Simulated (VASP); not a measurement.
# P (Cmmm) in VASP: reference runs

Aim: a first look at P with PBE, on the cell as given and on a disturbed one.

All numbers are computed with VASP 6.6.1; they aren't measurements. Logs are shortened: lines on timing, memory, paths and dates and some standing lists are left out, and cuts for length are marked.

## 1. The structure

It takes space group Cmmm (No. 65, orthorhombic). Conventional cell: a = 3.553 Å, b = 12.435 Å, c = 2.380 Å, α = 90.00°, β = 90.00°, γ = 90.00°. P (site symmetry mmm) has 4 P at 2.35 to 2.38 Å as nearest neighbours. Around P (site symmetry m2m) lie 5 P at 2.33 to 2.38 Å.

The cell was built by a generator and needn't be a form met in nature.

## 2. Single point, PBE

INCAR reads:

```
PREC = Accurate ; ENCUT = 520
EDIFF = 1E-7 ; ISMEAR = -1
SIGMA = 0.05 ; LREAL = F
LASPH = T ; NELM = 100
ALGO = Normal ; ISIF = 2
LWAVE = F ; LCHARG = F
GGA = PE ; NBANDS = 14
```

KPOINTS reads:

```
Automatic mesh
0
Gamma
  8 8 11
```

POSCAR reads:

```
P
1.0
    1.7763700000     -6.2172900000      0.0000000000
    1.7763700000      6.2172900000      0.0000000000
    0.0000000000      0.0000000000      2.3804400000
P
3
Direct
    0.0000000000      0.0000000000      0.5000000000
    0.8108300000      0.1891700000      0.5000000000
    0.1891700000      0.8108300000      0.5000000000
```

Potentials or basis: VASP PAW PBE potentials, release 64 (P).

The run is started by

```sh
$ cat potpaw_PBE.64/P/POTCAR > POTCAR
$ mpirun -np 1 vasp_std > vasp.out
```

OUTCAR:

```text
PREC = Accurate
   ENCUT = 520
   EDIFF = 1E-7
   ISMEAR = -1
   LREAL = F
   LASPH = T
   NELM = 100
   ISIF = 2
   GGA = PE

 ion  position               nearest neighbor table
   1  0.000  0.000  0.500-   2 2.35   3 2.35
   2  0.811  0.189  0.500-   3 2.33   3 2.33   1 2.35
   3  0.189  0.811  0.500-   2 2.33   2 2.33   1 2.35

  LATTYP: Found a base centered orthorhombic cell.
 ALAT       =     3.5527400000
 B/A-ratio  =     3.4999971853
 C/A-ratio  =     0.6700293295

  Lattice vectors:

 A1 = (   1.7763700000,  -6.2172900000,   0.0000000000)
 A2 = (   1.7763700000,   6.2172900000,   0.0000000000)
 A3 = (   0.0000000000,   0.0000000000,   2.3804400000)

Analysis of symmetry for initial positions (statically):
=====================================================================
 Subroutine PRICEL returns:
 Original cell was already a primitive cell.

 Routine SETGRP: Setting up the symmetry group for a
 base centered orthorhombic supercell.

 Subroutine GETGRP returns: Found  8 space group operations
 (whereof  8 operations were pure point group operations)
 out of a pool of  8 trial point group operations.

The static configuration has the point symmetry D_2h.

Analysis of symmetry for dynamics (positions and initial velocities):
=====================================================================
 Subroutine PRICEL returns:
 Original cell was already a primitive cell.

 Routine SETGRP: Setting up the symmetry group for a
 base centered orthorhombic supercell.

 Subroutine GETGRP returns: Found  8 space group operations
 (whereof  8 operations were pure point group operations)
 out of a pool of  8 trial point group operations.

The dynamic configuration has the point symmetry D_2h.

 Subroutine INISYM returns: Found  8 space group operations
 (whereof  8 operations are pure point group operations),
 and found     1 'primitive' translations

----------------------------------------------------------------------------------------

                                     Primitive cell

  volume of cell :      52.5801

  direct lattice vectors                    reciprocal lattice vectors
     1.776370000 -6.217290000  0.000000000     0.281472891 -0.080420891  0.000000000
     1.776370000  6.217290000  0.000000000     0.281472891  0.080420891  0.000000000
     0.000000000  0.000000000  2.380440000     0.000000000  0.000000000  0.420090403

  length of vectors
     6.466079594  6.466079594  2.380440000     0.292736243  0.292736243  0.420090403

  position of ions in fractional coordinates (direct lattice)
     0.000000000  0.000000000  0.500000000
     0.810830000  0.189170000  0.500000000
     0.189170000  0.810830000  0.500000000

  ion indices of the primitive-cell ions
   primitive index   ion index
                 1           1
                 2           2
                 3           3

----------------------------------------------------------------------------------------

 KPOINTS: Automatic mesh

Automatic generation of k-mesh.
 Grid dimensions read from file:
 generate k-points for:    8    8   11

 Generating k-lattice:

  Cartesian coordinates                     Fractional coordinates (reciprocal lattice)
     0.035184111 -0.010052611  0.000000000     0.125000000  0.000000000  0.000000000
     0.035184111  0.010052611  0.000000000     0.000000000  0.125000000  0.000000000
     0.000000000  0.000000000  0.038190037     0.000000000  0.000000000  0.090909091

  Length of vectors
     0.036592030  0.036592030  0.038190037

  Shift w.r.t. Gamma in fractional coordinates (k-lattice)
     0.000000000  0.000000000  0.000000000

 Subroutine IBZKPT returns following result:
 ===========================================

 Found    126 irreducible k-points:

 Following reciprocal coordinates:
            Coordinates               Weight
  0.000000  0.000000  0.000000      1.000000
  0.125000  0.000000  0.000000      4.000000
  0.250000  0.000000  0.000000      4.000000
  0.375000 -0.000000  0.000000      4.000000
  0.500000  0.000000  0.000000      2.000000
  0.125000  0.125000  0.000000      2.000000
[... 16 lines left out ...]
  0.125000  0.000000  0.090909      8.000000
  0.250000  0.000000  0.090909      8.000000
 [... further k-points ...]
   k-points           NKPTS =    126   k-points in BZ     NKDIM =    126   number of bands    NBANDS=     14
   number of dos      NEDOS =    301   number of ions     NIONS =      3
   total plane-waves  NPLWV =  41472
   dimension x,y,z NGX =    48 NGY =   48 NGZ =   18
   dimension x,y,z NGXF=    96 NGYF=   96 NGZF=   36
   ions per type =               3
   NGX,Y,Z   is equivalent  to a cutoff of  12.34, 12.34, 12.57 a.u.
   NGXF,Y,Z  is equivalent  to a cutoff of  24.68, 24.68, 25.14 a.u.
 SYSTEM =  unknown system
   PREC   = accura    normal or accurate (medium, high low for compatibility)
   ISTART =      0    job   : 0-new  1-cont  2-samecut
   ICHARG =      2    charge: 1-file 2-atom 10-const
   ISPIN  =      1    spin polarized calculation?
   LNONCOLLINEAR =      F non collinear calculations
   LSORBIT =      F    spin-orbit coupling
   LASPH  =      T    aspherical Exc in radial PAW
   ENCUT  =  520.0 eV  38.22 Ry    6.18 a.u.  12.02 12.02  4.43*2*pi/ulx,y,z
   NELM   =    100;   NELMIN=  2; NELMDL= -5     # of ELM steps
   EDIFF  = 0.1E-06   stopping-criterion for ELM
   LREAL  =      F    real-space projection
   EDIFFG = 0.1E-05   stopping-criterion for IOM
   NSW    =      0    number of steps for IOM
   IBRION =     -1    ionic relax: 0-MD 1-quasi-New 2-CG
   NFREE  =      0    steps in history (QN), initial steepest desc. (CG)
   ISIF   =      2    stress and relaxation
   ISYM   =      2    0-nonsym 1-usesym 2-fastsym
   POTIM  = 0.5000    time-step for ionic-motion
   TEBEG  =    0.0;   TEEND  =   0.0 temperature during run
   PSTRESS=    0.0 pullay stress
   NELECT =      15.0000    total number of electrons
   NUPDOWN=      -1.0000    fix difference up-down
   EMIN   =  10.00;   EMAX   =-10.00  energy-range for DOS
   EFERMI =   0.00;   METHOD = LEGACY
   ISMEAR =    -1;   SIGMA  =   0.05  broadening in eV -4-tet -1-fermi 0-gaus
   EFERMI_NEDOS =   21; number of points for ismear=-14 and -15
   IALGO  =     38    algorithm
   IMIX   =      4    mixing-type and parameters
     AMIX     =   0.40;   BMIX     =  1.00
     AMIX_MAG =   1.60;   BMIX_MAG =  1.00
  volume/ion in A,a.u.               =      17.53       118.28
  Fermi-wavevector in a.u.,A,eV,Ry     =   1.077700  2.036558 15.802321  1.161438
  Thomas-Fermi vector in A             =   2.213619
   LORBIT       =      0    0 simple, 1 ext, 2 COOP (PROOUT), +10 PAW based schemes
   GGA     = PE    functional components
   LHFCALC =     F    Hartree Fock is set to
   AEXX    =    0.0000 exact exchange contribution
   IVDW    =     0    specifies the selected vdW correction
   LEPSILON=     F    determine dielectric tensor
   LRPA    =     F    only Hartree local field effects (RPA)
 non-spin polarized calculation
  energy-cutoff  :      520.00
  volume of cell :       52.58
 maximum number of plane-waves:      1446
   NGX = 25   NGY = 25   NGZ =  9

 number of electron      15.0000000 magnetization

 Free energy of the ion-electron system (eV)
  ---------------------------------------------------
  ext. energy  EPLUGINS =         0.00000000
  ---------------------------------------------------
  free energy    TOTEN  =       -15.26937164 eV

  energy without entropy =      -15.25599761  energy(sigma->0) =      -15.26268463

 E-fermi :   7.2407     XC(G=0): -10.2148

 val. band max:        7.2370154828   @ k =   0.1250   0.0000   0.3636
 cond. band min:       7.2583465172   @ k =   0.5000   0.3750   0.0000
 fundamental gap:      0.0213310344
 Fermi energy:         7.2406959897

 k-point     1 :       0.0000    0.0000    0.0000
  band No.  band energies     occupation
      1      -8.8563      2.00000
      2      -5.2861      2.00000
      3      -4.4466      2.00000
      4       2.2439      2.00000
      5       4.0660      2.00000
      6       4.8050      2.00000
      7       5.4667      2.00000
      8       7.7424      0.00009
      9       9.7227      0.00000
     10      11.3677      0.00000
     11      13.5211      0.00000
     12      14.0162      0.00000
     13      14.8767      0.00000
     14      16.2850      0.00000

 k-point     2 :       0.1250    0.0000    0.0000
  band No.  band energies     occupation
      1      -8.7094      2.00000
      2      -5.3613      2.00000
      3      -4.3128      2.00000
      4       1.1750      2.00000
      5       4.0349      2.00000
      6       4.7592      2.00000
      7       5.6284      2.00000
      8       8.4536      0.00000
      9       9.2934      0.00000
     10      12.4325      0.00000
     11      12.9870      0.00000
     12      13.6291      0.00000
     13      15.2280      0.00000
     14      16.2098      0.00000

 k-point     3 :       0.2500    0.0000    0.0000
  band No.  band energies     occupation
      1      -8.2823      2.00000
      2      -5.5398      2.00000
      3      -4.1354      2.00000
      4      -0.0068      2.00000
      5       3.0643      2.00000
      6       4.0217      2.00000
      7       6.4182      2.00000
      8       8.4649      0.00000
      9      10.4858      0.00000
     10      12.1520      0.00000
     11      13.9393      0.00000
     12      14.7765      0.00000
     13      15.7289      0.00000
     14      15.9979      0.00000
[... 324 lines left out ...]
 k-point    23 :       0.1250    0.0000    0.0909
  band No.  band energies     occupation
      1      -8.5086      2.00000
      2      -5.1618      2.00000
      3      -4.1148      2.00000
      4       1.3525      2.00000
      5       4.1995      2.00000
      6       4.9308      2.00000
      7       5.7794      2.00000
      8       8.6301      0.00000
      9       9.4373      0.00000
     10      10.8227      0.00000
     11      12.7179      0.00000
     12      13.1582      0.00000
     13      14.1664      0.00000
     14      14.9438      0.00000

 k-point    24 :       0.2500    0.0000    0.0909
  band No.  band energies     occupation
      1      -8.0817      2.00000
      2      -5.3404      2.00000
      3      -3.9372      2.00000
      4       0.1738      2.00000
      5       3.2419      2.00000
      6       4.1981      2.00000
      7       6.5506      2.00000
      8       8.6107      0.00000
      9      10.6277      0.00000
     10      11.2707      0.00000
     11      12.2757      0.00000
     12      13.9021      0.00000
     13      14.8381      0.00000
     14      15.4106      0.00000

 [... further k-points ...]
[... 5 lines left out ...]
  --------------------------------------------------------------------------------------
  -------------------------------------------------------------------------------------
  Total        0.5479671      0.5294842     -0.9713402      0.0000000      0.0000000      0.0000000
  in kB       16.6971868     16.1339903    -29.5978505      0.0000000      0.0000000      0.0000000
  external PRESSURE =       1.0777755 kB  Pullay stress =       0.0000000 kB

 VOLUME and BASIS-vectors are now :
 -----------------------------------------------------------------------------
  energy-cutoff  :      520.00
  volume of cell :       52.58
      direct lattice vectors                 reciprocal lattice vectors
     1.776370000 -6.217290000  0.000000000     0.281472891 -0.080420891  0.000000000
     1.776370000  6.217290000  0.000000000     0.281472891  0.080420891  0.000000000
     0.000000000  0.000000000  2.380440000     0.000000000  0.000000000  0.420090403

 POSITION                                       TOTAL-FORCE (eV/Angst)
 -----------------------------------------------------------------------------------
      0.00000      0.00000      1.19022         0.000000     -0.000000      0.000000
      1.77637     -3.86504      1.19022         0.000000     -0.128029      0.000000
      1.77637      3.86504      1.19022         0.000000      0.128029      0.000000
 -----------------------------------------------------------------------------------
    total drift:                               -0.000000     -0.000000      0.000000

  FREE ENERGIE OF THE ION-ELECTRON SYSTEM (eV)
  ---------------------------------------------------
  free  energy   TOTEN  =       -15.2693716422 eV

  energy  without entropy=      -15.2559976079  energy(sigma->0) =      -15.26268463
```

Wall time 46 s (1 thread of Intel Xeon Platinum 8488C (Sapphire Rapids), shared host); peak memory 0.22 GiB.

Results:

```yaml
Free_energy: -15.2694 eV
Pressure: 0.1 GPa
Largest_force: 0.128 eV/Å
Band_gap_on_the_k_mesh: none (metal or under the smearing width)
```

Forces in eV/Å, atoms in the order of the input:
```
P    0.000  0.000  0.000
P    0.000 -0.128  0.000
P    0.000  0.128  0.000
```

Stress tensor (GPa, compression positive):
```
 1.67  0.00  0.00
 0.00  1.61  0.00
 0.00  0.00 -2.96
```

(Part 1 of 2 ends here.)
